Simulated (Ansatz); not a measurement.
A plane-wave DFT run in Ansatz 0.2.0 (scalar-relativistic PAW potentials unless the input names others): input and command.

```yaml
crystal:
  lattice:
    - [2.4988149586, 0.0, 0.0]
    - [-1.2494074793, 2.1640372335, 0.0]
    - [0.0, 0.0, 23.6834504413]
  atoms:
    - { symbol: C, position: [0.6666666667, 0.3333333333, 0.3589004069] }
    - { symbol: C, position: [0.3333333333, 0.6666666667, 0.3809670719] }
    - { symbol: C, position: [0.3333333333, 0.6666666667, 0.4467430902] }
    - { symbol: C, position: [0.6666666667, 0.3333333333, 0.4607173673] }
    - { symbol: C, position: [0.6666666667, 0.3333333333, 0.59259206] }
    - { symbol: C, position: [0.3333333333, 0.6666666667, 0.5927782698] }
    - { symbol: F, position: [0.3333333333, 0.6666666667, 0.6515282248], spin: 1.0 }
basis:
  ecutwfc: 420
kpoints:
  mp_grid: { grid: [4, 4, 1] }
hamiltonian:
  xc: pbesol
scf:
  occupations: { method: gaussian, width: 0.05 }
output:
  forces: true
  eigenvalues: true
  stress: true
magnetization:
  spin_polarized: true
efield:
  axis: 3
  dipole_correction: true
  ramp_width: 0.04
```

```bash
ansatz run input.yaml --threads 1 --pin off --max-ram 2560MiB --backend cpu --events-out ev --progress --plain --runs-dir out
```

Abridged log:
```
Basis set: ecut = 420 eV, 2473 PW (Γ), exchange–correlation on 36×36×320 points (8 copies of the dense FFT grid, shifted against one another)
Bands: 23, of which v1, the nominal top of the filled ones, is band 16 counted from 1 (15 counted from 0)
Symmetry: 6 space group operations
k-points: 4 of 16 (time reversal used)
SCF iter   1: F=—  HF=-2274.081133 eV  |F-HF|=—  |Δ(HF+E_count)|=         —  Δρ=5.26e-2 (↑4.40e-2 ↓5.26e-2) dr2=7.44e0  dr2_m=9.31e-1  M=0.210 μB ∫|m|=0.305 μB  β_m=0.30  ethr=3.10e-3  p= 0.000 e·Å  D=-3.34e-7 V/Å  ΔV_dip=0.00 eV  dr2_dipole=5.79e-1  V_vac-E_F(+/−)=7.81/7.81 eV  ⟨swp⟩=7.5  Hψ=1065  notcnv=0  defer=4
efield: sawtooth ramp at fractional position 0.9852 (placed from the atoms, in the widest stretch of the axis that holds none; the zero of the levels goes with the place), width 0.0400; the density the first Hamiltonian is built on has a dipole p =  0.000 e·Å; the dipole correction subtracts the counter field D = -3.34e-7 V/Å, which shifts the + side's vacuum level by +0.00 eV against the − side's; the planar-averaged density in the ramp window peaks in size at 6.3e-7 e/Å³
SCF iter   2: F=—  HF=-2279.642896 eV  |F-HF|=—  |Δ(HF+E_count)|=    5.56e0  Δρ=5.73e-2 (↑4.16e-2 ↓5.73e-2) dr2=1.05e2  dr2_m=6.41e-1  M=0.178 μB ∫|m|=0.255 μB  β_m=0.30  ethr=3.10e-3  p=0.272 e·Å  D=3.84e-1 V/Å  ΔV_dip=-9.09 eV  dr2_dipole=4.24e1  V_vac-E_F(+/−)=1.77/10.86 eV  ⟨swp⟩=5.2  Hψ=481  notcnv=0  defer=18  κ⁻¹=1.0e0(r=1)
spin=Collinear: LDOS preconditioning applied to the charge; magnetization (m = ρ↑ − ρ↓) channel mixes plain (no charge-response kernel on spin).
SCF iter   3: F=—  HF=-2273.195356 eV  |F-HF|=—  |Δ(HF+E_count)|=    6.45e0  Δρ=3.30e-2 (↑2.73e-2 ↓3.30e-2) dr2=3.33e0  dr2_m=2.76e-1  M=0.125 μB ∫|m|=0.176 μB  β_m=0.30  ethr=3.10e-3  p=0.036 e·Å  D=5.03e-2 V/Å  ΔV_dip=-1.19 eV  dr2_dipole=3.54e-1  V_vac-E_F(+/−)=6.76/7.96 eV  ⟨swp⟩=3.4  Hψ=405  notcnv=0  defer=12  κ⁻¹=8.7e-4(r=2)
SCF iter   4: F=—  HF=-2272.624400 eV  |F-HF|=—  |Δ(HF+E_count)|=   5.71e-1  Δρ=2.09e-2 (↑2.09e-2 ↓1.61e-2) dr2=8.48e0  dr2_m=1.35e-1  M=0.265 μB ∫|m|=0.298 μB  β_m=0.30  ethr=3.10e-3  p=-0.023 e·Å  D=-3.23e-2 V/Å  ΔV_dip=0.76 eV  dr2_dipole=2.96e0  V_vac-E_F(+/−)=6.80/6.04 eV  ⟨swp⟩=3.0  Hψ=434  notcnv=0  defer=17  κ⁻¹=6.7e-4(r=3)
SCF iter   5: F=—  HF=-2272.375815 eV  |F-HF|=—  |Δ(HF+E_count)|=   2.49e-1  Δρ=1.16e-2 (↑1.16e-2 ↓8.91e-3) dr2=1.40e-1  dr2_m=9.03e-2  M=0.125 μB ∫|m|=0.162 μB  β_m=0.30  ethr=3.10e-3  p=0.021 e·Å  D=2.92e-2 V/Å  ΔV_dip=-0.69 eV  dr2_dipole=1.12e-2  V_vac-E_F(+/−)=5.95/6.64 eV  ⟨swp⟩=2.2  Hψ=288  notcnv=0  defer=16  κ⁻¹=2.2e-5(r=4)
SCF iter   6: F=—  HF=-2272.403151 eV  |F-HF|=—  |Δ(HF+E_count)|=   2.73e-2  Δρ=7.32e-3 (↑6.37e-3 ↓7.32e-3) dr2=4.07e-2  dr2_m=5.01e-2  M=0.125 μB ∫|m|=0.155 μB  β_m=0.30  ethr=4.50e-4  p=0.001 e·Å  D=1.48e-3 V/Å  ΔV_dip=-0.04 eV  dr2_dipole=1.68e-2  V_vac-E_F(+/−)=6.22/6.25 eV  ⟨swp⟩=3.6  Hψ=422  notcnv=0  defer=15  κ⁻¹=3.0e-6(r=5)
SCF iter   7: F=—  HF=-2272.410808 eV  |F-HF|=—  |Δ(HF+E_count)|=   7.66e-3  Δρ=5.29e-3 (↑5.20e-3 ↓5.29e-3) dr2=5.30e-2  dr2_m=2.82e-2  M=0.125 μB ∫|m|=0.152 μB  β_m=0.60  ethr=1.31e-4  p=-0.011 e·Å  D=-1.56e-2 V/Å  ΔV_dip=0.37 eV  dr2_dipole=1.07e-2  V_vac-E_F(+/−)=6.34/5.97 eV  ⟨swp⟩=3.1  Hψ=256  notcnv=0  defer=15
Mixer restart at iter 7: flushing history
spin-set hold released at iteration 7 (site moments contracting): the magnetisation degrees of freedom join the quasi-Newton model from the next iteration; the mixer history was flushed
SCF iter   8: F=—  HF=-2272.415818 eV  |F-HF|=—  |Δ(HF+E_count)|=   5.01e-3  Δρ=2.70e-3 (↑2.70e-3 ↓2.59e-3) dr2=1.63e-2  dr2_m=6.60e-3  M=0.125 μB ∫|m|=0.147 μB  β_m=0.46  ethr=1.31e-4  p=-0.012 e·Å  D=-1.70e-2 V/Å  ΔV_dip=0.40 eV  dr2_dipole=3.14e-3  V_vac-E_F(+/−)=6.35/5.94 eV  ⟨swp⟩=1.5  Hψ=183  notcnv=0  defer=15
density mixer auto → msr1: a metal under ldos (density of states about μ 0.92 of a free-electron gas's, 16 screened modes)
   ...
SCF iter  20: F=-2272.436595 eV  HF=-2272.436613 eV  |F-HF|=1.83e-5  |Δ(HF+E_count)|=   3.52e-3  Δρ=3.39e-4 (↑3.39e-4 ↓2.50e-4) dr2=9.51e-5  dr2_m=9.96e-5  M=0.125 μB ∫|m|=0.709 μB  β_m=0.65  ethr=2.35e-7  p=-0.016 e·Å  D=-2.21e-2 V/Å  ΔV_dip=0.52 eV  dr2_dipole=2.95e-5  V_vac-E_F(+/−)=6.40/5.88 eV  ⟨swp⟩=4.8  Hψ=582  notcnv=0  defer=16
SCF iter  21: F=-2272.436895 eV  HF=-2272.436917 eV  |F-HF|=2.16e-5  |Δ(HF+E_count)|=   3.04e-4  Δρ=2.11e-4 (↑2.11e-4 ↓1.51e-4) dr2=4.59e-5  dr2_m=3.79e-5  M=0.125 μB ∫|m|=0.735 μB  β_m=0.82  ethr=2.35e-7  p=-0.016 e·Å  D=-2.20e-2 V/Å  ΔV_dip=0.52 eV  dr2_dipole=1.73e-5  V_vac-E_F(+/−)=6.40/5.88 eV  ⟨swp⟩=2.8  Hψ=308  notcnv=0  defer=16
SCF iter  22: F=-2272.437018 eV  HF=-2272.437031 eV  |F-HF|=1.21e-5  |Δ(HF+E_count)|=   1.14e-4  Δρ=1.29e-4 (↑1.29e-4 ↓9.04e-5) dr2=1.99e-5  dr2_m=1.37e-5  M=0.125 μB ∫|m|=0.751 μB  β_m=0.91  ethr=1.48e-7  p=-0.016 e·Å  D=-2.19e-2 V/Å  ΔV_dip=0.52 eV  dr2_dipole=7.83e-6  V_vac-E_F(+/−)=6.40/5.88 eV  ⟨swp⟩=2.6  Hψ=288  notcnv=0  defer=16
SCF iter  23: F=-2272.437079 eV  HF=-2272.437078 eV  |F-HF|=9.74e-7  |Δ(HF+E_count)|=   4.73e-5  Δρ=5.44e-5 (↑5.44e-5 ↓4.65e-5) dr2=1.69e-6  dr2_m=2.91e-6  M=0.125 μB ∫|m|=0.762 μB  β_m=0.85  ethr=6.43e-8  p=-0.015 e·Å  D=-2.18e-2 V/Å  ΔV_dip=0.52 eV  dr2_dipole=7.82e-7  V_vac-E_F(+/−)=6.40/5.88 eV  ⟨swp⟩=3.0  Hψ=302  notcnv=0  defer=16
SCF iter  24: F=-2272.437091 eV  HF=-2272.437091 eV  |F-HF|=2.86e-8  |Δ(HF+E_count)|=   1.27e-5  Δρ=9.15e-6 (↑9.15e-6 ↓6.42e-6) dr2=1.85e-7  dr2_m=5.15e-8  M=0.125 μB ∫|m|=0.771 μB  β_m=0.77  ethr=5.45e-9  p=-0.015 e·Å  D=-2.17e-2 V/Å  ΔV_dip=0.51 eV  dr2_dipole=5.29e-8  V_vac-E_F(+/−)=6.40/5.88 eV  ⟨swp⟩=3.0  Hψ=392  notcnv=0  defer=16
SCF iter  25: F=-2272.437091 eV  HF=-2272.437091 eV  |F-HF|=4.12e-8  |Δ(HF+E_count)|=   2.64e-7  Δρ=1.74e-6 (↑1.74e-6 ↓1.58e-6) dr2=1.55e-8  dr2_m=1.32e-9  M=0.125 μB ∫|m|=0.772 μB  β_m=0.83  ethr=3.23e-10  p=-0.015 e·Å  D=-2.17e-2 V/Å  ΔV_dip=0.51 eV  dr2_dipole=1.03e-10  V_vac-E_F(+/−)=6.40/5.88 eV  ⟨swp⟩=16.0  Hψ=1309  notcnv=0
SCF iter  26: F=-2272.437091 eV  HF=-2272.437091 eV  |F-HF|=1.10e-9  |Δ(HF+E_count)|=   5.07e-8  Δρ=7.46e-7 (↑7.46e-7 ↓4.17e-7) dr2=4.13e-9  dr2_m=2.59e-10  M=0.125 μB ∫|m|=0.772 μB  β_m=0.84  ethr=4.99e-11  p=-0.015 e·Å  D=-2.17e-2 V/Å  ΔV_dip=0.51 eV  dr2_dipole=9.22e-10  V_vac-E_F(+/−)=6.40/5.88 eV  ⟨swp⟩=5.8  Hψ=607  notcnv=0
SCF iter  27: F=-2272.437091 eV  HF=-2272.437091 eV  |F-HF|=2.63e-10  |Δ(HF+E_count)|=   3.42e-9  Δρ=2.10e-7 (↑1.46e-7 ↓2.10e-7) dr2=2.41e-10  dr2_m=1.71e-11  M=0.125 μB ∫|m|=0.772 μB  ethr=1.33e-11  p=-0.015 e·Å  D=-2.17e-2 V/Å  ΔV_dip=0.51 eV  dr2_dipole=4.66e-11  V_vac-E_F(+/−)=6.40/5.88 eV  ⟨swp⟩=2.8  Hψ=589  notcnv=0
SCF 1 converged in 27 iterations: F = -2272.437091 eV  dr2 = 2.41e-10
at 3 of the mixer's solves, the last at iteration 15, it left a direction of its history that read negative out of its fit and stepped the other way along it
SCF converged after 27 iterations
an eigenvalue changed by more than its tolerance at an iteration that met the thresholds in force, so the SCF went on 1 time: the last check found none over its tolerance
Magnetization: 0.1250 μB (15.5625 up, 15.4375 down)
Absolute magnetization: 0.7720 μB (∫|ρ↑−ρ↓|, with the PAW one-centre terms)
Spin contamination: 0.1862 ħ² per cell (⟨S²⟩ above its minimum at these occupations)
Per-site moments (μB) at R_I (Å): [(0.16998827, 0.63295365), (-0.02354465, 0.63295365), (0.02582116, 0.61056865), (-0.12754811, 0.61056865), (0.01954942, 0.59511301), (-0.00220668, 0.57395317), (0.00119420, 0.57395317)]
Free energy (F): -2272.437091 eV
Harris-Foulkes:  -2272.437091 eV  (|F-HF|=2.63e-10)
Internal energy: -2272.434662 eV  (E = F + TS)
E sigma→0 (E₀):  -2272.435877 eV
Entropy (-TS):   -0.002429 eV (-0.347 meV/atom)
Fermi energy:    -0.113581 eV
Dipole field:    D = -0.021713 V/Å  (p = -0.015368 e·Å, saw-weighted, corrected)
Work function:   Φ+ = 6.3969 eV   Φ− = 5.8826 eV
Levels:          The Fermi level and band energies are counted from a zero that moves with the ramp; work functions are not
--- Forces (eV/Å), atoms counted from 1 ---
  atom   1  C      0.00000000     0.00000000     3.72197153
  atom   2  C      0.00000000     0.00000000    -6.79228421
  atom   3  C      0.00000000     0.00000000     2.79286300
  atom   4  C      0.00000000     0.00000000     0.46403724
  atom   5  C      0.00000000     0.00000000    -7.35578619
  atom   6  C      0.00000000     0.00000000    -0.04092141
  atom   7  F      0.00000000     0.00000000     7.21013051
--- Stress (GPa, compression-positive) ---
        4.878719       0.000000       0.000000
        0.000000       4.878719       0.000000
        0.000000       0.000000      15.517135
  P = ⅓ Tr σ = 8.4249 GPa (84.249 kbar)
```

Apart from outputs and empty bands, the input differs from a reference run on usual settings in kpoints.mp_grid.grid: [12, 12, 1] → [4, 4, 1]. The reference, at the same geometry (not necessarily relaxed), gave pressure 8.33 GPa (averaged over a cell that holds vacuum), largest force 7.719 eV/Å, no gap on the mesh. This run converged in 27 SCF iterations (reference: 23) with an energy at zero smearing 22.09 meV/atom above the reference's, pressure 8.42 GPa (averaged over a cell that holds vacuum), largest force 7.356 eV/Å, no gap on the mesh. Its k mesh is looser than usual, and the result moved.

Time: 4.3 s on 1 thread of Intel(R) Xeon(R) 6975P-C (Granite Rapids), with other jobs on the host, peak memory 0.36 GiB.